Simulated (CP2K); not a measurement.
**SnSe under changes of volume**

One of the cells (27.271 Å³/atom); the others are scaled copies at fixed shape and fractional positions:

```
CELL_PARAMETERS angstrom
4.25678 0.00000 0.00000
2.12839 3.68648 0.00000
2.12839 1.22883 3.47565
ATOMIC_POSITIONS crystal
Sn 0.00000 0.00000 0.00000
Se 0.50000 0.50000 0.50000
```

Measurements of this composition are mostly on another form, of space group No. 62.

```yaml
Program: CP2K 2026.2
Functional: r2SCAN
Potentials_or_basis: POTENTIAL_UZH Sn GTH-SCAN-q4, Se GTH-SCAN-q6; TZVP-MOLOPT-SCAN-GTH basis
Density_cutoff: 9184 eV
k_mesh: 8 × 8 × 8
Occupations: fermi-dirac, width 0.05 eV
Spin: no spin polarisation
```

```csv
volume (Å³/atom),energy over the lowest point (meV/atom),pressure (GPa),gap on the mesh (eV)
25.635,?,?,?
26.180,0.00,-0.2,0.60
26.725,2.46,-1.2,0.51
27.271,8.28,-2.2,0.42
27.816,17.13,-3.0,0.34
28.362,28.67,-3.7,0.26
28.907,42.62,-4.4,0.18
```

Task: What does the run at 25.635 Å³/atom give?

Result: Energy over the lowest point 1.30 meV/atom; pressure 1.0 GPa; gap on the mesh 0.70 eV.

Worked out: A Birch-Murnaghan fit of order 3 (a polynomial in V^(-2/3)) to the other rows has its minimum at 26.09 Å³/atom, just outside them, with B0 = V·E''(V) = 54 GPa and B' = 4.3. It gives 1.30 meV/atom at 25.635 Å³/atom, against the run's 1.30, and -dE/dV = 1.0 GPa, against 1.0. A straight line through the other rows of the gap, of slope -4.23 eV per unit of ln V (its deformation potential), extrapolates to 0.69 eV, against the run's 0.70.

Energies are extrapolated to zero smearing.

Caveats: spin-orbit coupling is left out, which moves the levels of the heavy elements; the basis of atomic orbitals isn't converged, which shifts pressures, moduli and gaps.

A mesh can miss the band edges.
